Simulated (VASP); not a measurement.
Crystal: TiC.

```
CELL_PARAMETERS angstrom
0.00000 2.16572 2.16572
2.16572 0.00000 2.16572
2.16572 2.16572 0.00000
ATOMIC_POSITIONS crystal
Ti 0.00000 0.00000 0.00000
C 0.50000 0.50000 0.50000
```

The cell is a database's computed one.

| Item | Value |
| --- | --- |
| Program | VASP 6.6.1 |
| Task | relaxation of cell and atoms |
| Functional | LDA |
| Potentials or basis | VASP PAW LDA potentials, release 64 (Ti_sv, C) |
| Cutoff | 600 eV |
| k mesh | 10 × 10 × 10 |
| Occupations | fermi-dirac, width 0.05 eV |
| Spin | no spin polarisation |

At the start: pressure -12.0 GPa; volume 10.16 Å³/atom.

Q: Where does the relaxation end?

A: Over 4 steps the energy falls by 18.2 meV/atom and the volume is 9.69 Å³/atom (-4.6 %); space group Fm-3m (No. 225, to 0.05 Å).

Step by step:
| step | energy change (eV) | largest force (eV/Å) | pressure (GPa) | volume (Å³) |
| --- | --- | --- | --- | --- |
| 1 | 0.0000 | 0.0000 | -12.00 | 20.32 |
| 2 | 0.0381 | 0.0000 | 20.67 | 18.16 |
| 3 | -0.0365 | 0.0000 | -0.21 | 19.40 |
| 4 | -0.0365 | 0.0000 | -0.01 | 19.38 |

Final structure:
```xyz
2
Lattice="0.0000 2.1318 2.1318 2.1318 0.0000 2.1318 2.1318 2.1318 0.0000" Properties=species:S:1:pos:R:3 pbc="T T T"
Ti    2.1318    4.2637    2.1318
C     2.1318    2.1318    2.1318
```
